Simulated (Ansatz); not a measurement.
The cell comes from COD entry 9008673, which wasn't checked; take it as a given geometry. It is an old determination, and later ones may differ. The listed cell was then made from it by scaling, straining or moving an atom.

MgSe: DFT, PBEsol, PAW with Ansatz's default frozen-core files, scalar-relativistic (Ansatz 0.2.0). What sets it apart from a plain run of this crystal: functional pbesol, volume scaled by 0.96.

```yaml
crystal:
  lattice:
    - [0.0, 2.6886644034, 2.6886644034]
    - [2.6886644034, 0.0, 2.6886644034]
    - [2.6886644034, 2.6886644034, 0.0]
  atoms:
    - { symbol: Mg, position: [0.0, 0.0, 0.0] }
    - { symbol: Se, position: [0.5, 0.5, 0.5] }
kpoints:
  mp_grid: { grid: [8, 8, 8] }
scf:
  occupations: { method: fermi_dirac, width: 0.02 }
hamiltonian:
  xc: pbesol
  pseudopotentials: { kind: paw }
output:
  forces: true
  stress: true
  eigenvalues: true
  efg: { contact_densities: true }
```

Output:

```
Engine: ansatz 0.2.0
Pseudopotentials: kind: paw
Pseudopotential: Mg, paw, valence charge 10, recommended cutoff 420 eV (normal)
Pseudopotential: Se, paw, valence charge 16, recommended cutoff 420 eV (normal)
Functional definition: PBEsol
  exchange = pbesol_x
  correlation = pbesol_c
Crystal: 2 atoms, lattice volume = 38.872 Å³
Basis set: ecut = 420 eV, 749 PW (Γ), exchange–correlation on 54×54×54 points (8 copies of the dense FFT grid, shifted against one another)
Bands: 17, of which v1, the nominal top of the filled ones, is band 13 counted from 1 (12 counted from 0)
Symmetry: 48 space group operations
Space group: Fm-3m (ITA 225), of the structure as read, at distance tolerance 3.4e-5 Å
k-points: 29 of 512
Non-local potential: Mg, projectors of the file, l = 0: 3, l = 1: 2, l = 2: 1
Non-local potential: Se, projectors of the file, l = 0: 2, l = 1: 2, l = 2: 3, l = 3: 1
PAW form: soft (Blöchl's): semilocal exchange-correlation on the pseudo side does not see the compensation charge
PAW frozen core: Mg, regenerated for the run's functional, and the local potential with it (the file was generated under x = pbe(κ = 0.804, μ = 0.2195149727645171), c = pbe(β = 0.06672455060314922))
PAW frozen core: Se, regenerated for the run's functional, and the local potential with it (the file was generated under x = pbe(κ = 0.804, μ = 0.2195149727645171), c = pbe(β = 0.06672455060314922))
PAW one-centre angular grid: Mg, 110 points (default); XC on 64 Gauss nodes
PAW one-centre angular grid: Se, 590 points (default); XC on 64 Gauss nodes
Initial density: superposition of atomic densities (neutral atoms: chi_scale 0, normalization atom), corrected by the library's trained network
Initial wavefunctions: pseudopotential atomic-orbital guess
Functional: x = pbesol(κ = 0.804, μ = 0.12345679012345678), c = pbesol(β = 0.046)
SCF iter   1: F=—  HF=-7338.771551 eV  |F-HF|=—  |Δ(HF+E_count)|=         —  Δρ=2.62e-3  dr2=2.91e-3  ethr=1.77e-3  ⟨swp⟩=6.0  Hψ=2380  notcnv=0
preconditioner: auto → none  [insulator: Δε(μ)=1.804 eV  Ē_g=11.461 eV  σ=0.020 eV  W_gap=1.00  n_scr=14 (ndim 8)  ℏωp=16.8 eV  f_vac=0.000  D(μ)=0.00/eV (n_scr^D=0)  ε∞_Penn≈3.2]
SCF iter   2: F=—  HF=-7338.770300 eV  |F-HF|=—  |Δ(HF+E_count)|=   1.25e-3  Δρ=1.08e-3  dr2=3.34e-4  ethr=1.12e-5  ⟨swp⟩=3.0  Hψ=1230  notcnv=0
SCF iter   3: F=—  HF=-7338.770293 eV  |F-HF|=—  |Δ(HF+E_count)|=   6.74e-6  Δρ=2.98e-4  dr2=1.63e-5  ethr=1.28e-6  ⟨swp⟩=2.3  Hψ=784  notcnv=0
SCF iter   4: F=—  HF=-7338.770303 eV  |F-HF|=—  |Δ(HF+E_count)|=   1.01e-5  Δρ=5.09e-5  dr2=6.93e-7  ethr=6.27e-8  ⟨swp⟩=1.0  Hψ=493  notcnv=0
iter 5 did not close the SCF: its close was put off for the readings that it lacked (scf_convergence_deferred on its scf_iter line)
SCF iter   5: F=-7338.770303 eV  HF=-7338.770303 eV  |F-HF|=2.08e-9  |Δ(HF+E_count)|=   2.09e-7  Δρ=3.69e-6  dr2=3.98e-9  ethr=2.67e-9  ⟨swp⟩=2.0  Hψ=580  notcnv=0
SCF iter   6: F=-7338.770303 eV  HF=-7338.770303 eV  |F-HF|=8.64e-11  |Δ(HF+E_count)|=  6.11e-10  Δρ=9.52e-7  dr2=2.16e-10  ethr=1.53e-11  ⟨swp⟩=2.0  Hψ=1515  notcnv=0
SCF 1 converged in 6 iterations: F = -7338.770303 eV  dr2 = 2.16e-10
  greatest PAW one-centre occupation: 1.000 electrons in one spin orbital (limit 2), on the Mg atom at site 0 (counted from 0), in its partial waves of l = 0
SCF converged after 6 iterations
Free energy (F): -7338.770303 eV
Harris-Foulkes:  -7338.770303 eV  (|F-HF|=8.64e-11)
Internal energy: -7338.770303 eV  (E = F + TS)
E sigma→0 (E₀):  -7338.770303 eV
Fermi energy:    9.135305 eV
--- Per-component energies (eV) ---
  E_band       = -688.519409
  E_kinetic    = 197.963686
  E_local      = -3767.422087  (includes V_loc(G=0)·N_el)
  E_nonlocal   = -497.881327
  E_hartree    = 1662.374132
  E_xc         = -134.084528
  E_vxc        = -138.047460  (∫ρ·V_xc dr)
  E_paw        = -2148.482672  (= ΣΔE_a)
  E_vpaw       = 192.119396  (= ΣTr[D̂ρ^β])
  E_aug_tail   = -0.000598  (compensation charges beyond the density's cutoff)
  E_ewald      = -2652.304222
  E_core_change = 1.067313  (= ΣΔE_core)
  E_smearing   = -0.000000  (= −TS)
  E_closure    = 0.000000  (closes the sum)
  Σ components = -7338.770303   (vs F -7338.770303, Δ=0.00e0)
--- Forces (eV/Å), atoms counted from 1 ---
  atom   1  Mg    -0.00000000    -0.00000000     0.00000000
  atom   2  Se     0.00000000     0.00000000     0.00000000
  max |Σ_I F_I| component: 1.23e-29 eV/Å
--- Stress (GPa, compression-positive) ---
        2.821843      -0.000000       0.000000
        0.000000       2.821843       0.000000
       -0.000000      -0.000000       2.821843
  P = ⅓ Tr σ = 2.8218 GPa (28.218 kbar)
--- PAW observables at the nuclei: V_zz in 10²¹ V/m², potentials from the cell's mean, atoms counted from 1 ---
  atom   1  Mg V_zz =    -0.000000   η = 0.0000   by run symmetry: forbidden
            electrostatic potential = -1101.984404 V   contact ρ = 7762.543592 e/Å³
  atom   2  Se V_zz =    -0.000000   η = 0.0000   by run symmetry: forbidden
            electrostatic potential = -4710.508419 V   contact ρ = 262385.902044 e/Å³
--- Band table (eV; the first three rows and the last of 29) ---
  k-point 0: bands = ["-66.6581", "-38.0942", "-38.0942", "-38.0870", "-38.0870", "-38.0870", "-33.5993", "-33.5993", "-33.5993", "-4.9922", "8.2158", "8.2158", "8.2158", "10.9929", "15.5546", "15.5546", "15.5546"]
  k-point 1: bands = ["-66.6580", "-38.0942", "-38.0942", "-38.0869", "-38.0869", "-38.0869", "-33.6000", "-33.5993", "-33.5993", "-4.8483", "6.9494", "8.1044", "8.1044", "11.9513", "15.2560", "15.8071", "15.8071"]
  k-point 2: bands = ["-66.6580", "-38.0943", "-38.0943", "-38.0869", "-38.0867", "-38.0867", "-33.6015", "-33.5994", "-33.5994", "-4.4604", "5.0605", "7.8648", "7.8648", "12.3733", "15.3049", "15.3049", "16.1446"]
  k-point 28: bands = ["-66.6578", "-38.0943", "-38.0941", "-38.0867", "-38.0867", "-38.0861", "-33.6021", "-33.6021", "-33.6007", "-3.3696", "4.6775", "4.6775", "5.5201", "12.9034", "15.2941", "15.7602", "15.7602"]
```
